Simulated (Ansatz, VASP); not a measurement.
**One calculation of ScAl, two programs**

INCAR

```
SYSTEM = ScAl
PREC = Accurate
ENCUT = 520
EDIFF = 1E-7
ISMEAR = 0
SIGMA = 0.15
LREAL = .FALSE.
LASPH = .TRUE.
NELM = 80
ALGO = Fast
ISIF = 2
LWAVE = .FALSE.
LCHARG = .FALSE.
GGA = PS
NBANDS = 14
```

KPOINTS

```
Automatic mesh
0
G
  14 14 14
  0 0 0
```

POSCAR

```
ScAl
1.0
    3.2692385009      0.0000000000      0.0000000000
    0.0000000000      3.2692385009      0.0000000000
    0.0000000000      0.0000000000      3.3197937355
Sc Al
1 1
Direct
    0.5000000000      0.5000000000      0.5000000000
    0.0000000000      0.0000000000      0.0000000000
```

Input for Ansatz:

```yaml
crystal:
  lattice:
    - [3.2692385009, 0.0, 0.0]
    - [0.0, 3.2692385009, 0.0]
    - [0.0, 0.0, 3.3197937355]
  atoms:
    - { symbol: Sc, position: [0.5, 0.5, 0.5] }
    - { symbol: Al, position: [0.0, 0.0, 0.0] }
basis:
  ecutwfc: 420
kpoints:
  mp_grid: { grid: [14, 14, 14] }
hamiltonian:
  xc: pbesol
scf:
  occupations: { method: gaussian, width: 0.15 }
output:
  forces: true
  stress: true
  eigenvalues: true
  write_density: true
  write_potential: true
  elf: true
  volumetric_format: npy
```

Change from the starting cell: strain -0.030 along x and y, -0.015 along z, atoms carried along.

Alike in both runs: task single point; functional PBEsol; k mesh 14 × 14 × 14; occupations gaussian, width 0.15 eV; no spin polarisation.

|  | VASP | Ansatz |
| --- | --- | --- |
| version | VASP 6.6.1 | Ansatz 0.2.0 |
| potentials or method | VASP PAW PBE potentials, release 64 (Sc_sv, Al) | scalar-relativistic, plane waves, PAW |
| plane-wave cutoff (eV) | 520 | 420 |
| valence electrons in the cell | 14 | 14 |

```csv
,VASP,Ansatz,Ansatz less VASP
gap on the k mesh at the Fermi level (eV),none,none,-
pressure (GPa),5.0,4.8,-0.17
largest component of the traceless stress (GPa),0.27,0.28,+0.001
```

A gap of «none» marks a metal or a gap that the smearing closes. The functional is the same, so the differences come from potentials, cutoffs and numerics.

Caveats: the PAW data sets were made with another functional, which shifts forces and pressure a little (VASP).
